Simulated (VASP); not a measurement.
# Cs: intraband terms of a metal's spectrum

Cs, C2/m (no. 12), 1 atom in the cell. PBE, independent-particle dielectric function; PAW potentials Cs_sv (PBE set).

## Input

INCAR.step1:
```
SYSTEM = Cs
EDIFF = 1E-7
ENCUT = 260
ISMEAR = 1
KPAR = 4
LASPH = .True.
LCHARG = .True.
LMAXMIX = 4
LWAVE = .False.
PREC = Accurate
SIGMA = 0.1
```

INCAR.step2:
```
SYSTEM = Cs
CSHIFT = 0.1
EDIFF = 1E-6
ENCUT = 260
ICHARG = 11
ISMEAR = 0
KPAR = 4
LASPH = .True.
LCHARG = .False.
LMAXMIX = 4
LWAVE = .True.
NBANDS = 18
NEDOS = 3000
OMEGAMAX = 30
PREC = Accurate
SIGMA = 0.3
```

INCAR.step3, as INCAR.step2 but for:
```
- LWAVE = .True.
+ ALGO = None
+ ISTART = 1
+ LOPTICS = .True.
+ LWAVE = .False.
+ NELM = 1
```

INCAR.step4, as INCAR.step3 but for:
```
+ WPLASMAI = 0.03
```

INCAR.step5 to INCAR.step6 change the same tag again: WPLASMAI = 0.1, 0.3.

INCAR.step7, as INCAR.step6 but for:
```
- WPLASMAI = 0.3
+ RTIME = 1
```

INCAR.step8, as INCAR.step7 but for:
```
- RTIME = 1
+ RTIME = 5
```

INCAR.step9, as INCAR.step8 but for:
```
- RTIME = 5
+ LNABLA = .True.
```

INCAR.step10, as INCAR.step9 but for:
```
- ISMEAR = 0
- LNABLA = .True.
+ ISMEAR = -5
```

KPOINTS.step1:
```
k-points
0
Gamma
  6 6 6
```

KPOINTS.step2:
```
k-points
0
Gamma
  12 12 12
```

POSCAR:
```
Cs
1.0
    3.0190110000     -4.3381320000      0.0000000000
    3.0190110000      4.3381320000      0.0000000000
   -2.5749360000      0.0000000000      4.4138870000
Cs
1
Direct
    0.0000000000      0.0000000000      0.5000000000
```

Commands (each step's output is kept before the next begins):
```
cat potpaw_PBE.64/Cs_sv/POTCAR > POTCAR
cp INCAR.step1 INCAR
cp KPOINTS.step1 KPOINTS
mpirun -np 4 vasp_std > vasp.out
cp INCAR.step2 INCAR
cp KPOINTS.step2 KPOINTS
mpirun -np 4 vasp_std > vasp.out
cp INCAR.step3 INCAR
mpirun -np 4 vasp_std > vasp.out
cp INCAR.step4 INCAR
mpirun -np 4 vasp_std > vasp.out
cp INCAR.step5 INCAR
mpirun -np 4 vasp_std > vasp.out
cp INCAR.step6 INCAR
mpirun -np 4 vasp_std > vasp.out
cp INCAR.step7 INCAR
mpirun -np 4 vasp_std > vasp.out
cp INCAR.step8 INCAR
mpirun -np 4 vasp_std > vasp.out
cp INCAR.step9 INCAR
mpirun -np 4 vasp_std > vasp.out
cp INCAR.step10 INCAR
mpirun -np 4 vasp_std > vasp.out
```

## Result

- Bands: 18

One ground state, settings moved in the last step alone:

| Settings | Plasma frequency (eV) | Im ε at 0.5 eV | Im ε at 1 eV | Im ε at 2 eV | Im ε at 4 eV | Time (s) |
|---|---|---|---|---|---|---|
| interband part alone | 2.94 | 2.3 | 3.5 | 1.0 | 0.4 | 17 |
| Drude term, WPLASMAI 0.03 | 2.94 | 4.4 | 3.8 | 1.0 | 0.4 | 15 |
| Drude term, WPLASMAI 0.1 | 2.94 | 9.0 | 4.4 | 1.1 | 0.4 | 15 |
| Drude term, WPLASMAI 0.3 | 2.94 | 17.6 | 5.9 | 1.3 | 0.5 | 13 |
| relaxation time RTIME 1 fs | 2.94 | 19.0 | 7.5 | 1.6 | 0.5 | 13 |
| relaxation time RTIME 5 fs | 2.94 | 10.9 | 4.6 | 1.1 | 0.4 | 13 |
| transversal form (LNABLA) | 2.95 | 2.4 | 3.5 | 1.0 | 0.4 | 12 |
| tetrahedron method | – | – | – | – | – | no result |

Limits: Spin-orbit coupling is left out, which can matter with atoms this heavy.

VASP 6.6.1 took 156 s on 4 cores (Intel Xeon Platinum 8259CL @ 2.50GHz (Skylake/Cascade Lake)), a shared host.
